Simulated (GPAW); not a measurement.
Here is a GPAW 26.7.0 calculation.

File run.py:

```python
from ase import Atoms
from ase.filters import FrechetCellFilter
from ase.io import write
from ase.optimize import BFGS
from ase.units import GPa
from gpaw import GPAW, PW, setup_paths

setup_paths.insert(0, '.')

atoms = Atoms(['Sr', 'O'],
              cell=[[0.0, 2.5663, 2.5663],
                    [2.5663, 0.0, 2.5663],
                    [2.5663, 2.5663, 0.0]],
              scaled_positions=[[0.5, 0.5, 0.5],
                                [0.0, 0.0, 0.0]],
              pbc=True)

calc = GPAW(mode=PW(800),
            xc='PBEsol',
            kpts={'size': (9, 9, 9), 'gamma': True},
            occupations={'name': 'fermi-dirac', 'width': 0.05},
            nbands=16,
            convergence={'density': 1e-05, 'forces': 0.0001},
            maxiter=150,
            txt='gpaw.txt')
atoms.calc = calc
opt = BFGS(FrechetCellFilter(atoms, scalar_pressure=5 * GPa), trajectory='relax.traj', logfile='-')
done = opt.run(fmax=0.02, steps=60)
calc.write('gs.gpw')
write('result.traj', atoms)
print('Converged:', done)
print('Cell:', atoms.cell.cellpar().round(4))
print('Volume:', round(atoms.get_volume(), 4))
print(atoms.get_scaled_positions().round(5))
```

Potentials or basis: PAW data sets generated in the run's folder for this functional, pw.

Command:

```bash
$ gpaw-setup -f PBEsol O Sr
$ OMP_NUM_THREADS=1 python run.py
```

What does it give for the band gap on the k mesh?

3.28 eV, indirect (least direct gap 3.32 eV).

Predict the relaxed cell.

a = 3.572 Å, b = 3.572 Å, c = 3.572 Å, α = 60.00°, β = 60.00°, γ = 60.00°.

What does it give for the space group after relaxing (to 0.05 Å)?

Fm-3m (No. 225).

Estimate the relaxed volume.

16.11 Å³/atom.

Final structure:
```yaml
crystal:
  lattice:
    - [0.00000, 2.52586, 2.52586]
    - [2.52586, 0.00000, 2.52586]
    - [2.52586, 2.52586, 0.00000]
  atoms:
    - { symbol: Sr, position: [0.50000, 0.50000, 0.50000] }
    - { symbol: O, position: [0.00000, 0.00000, 0.00000] }
```

Caveat: later steps reuse the first step's grids; an odd mesh through Γ misses points on the zone boundary, where band edges often lie.
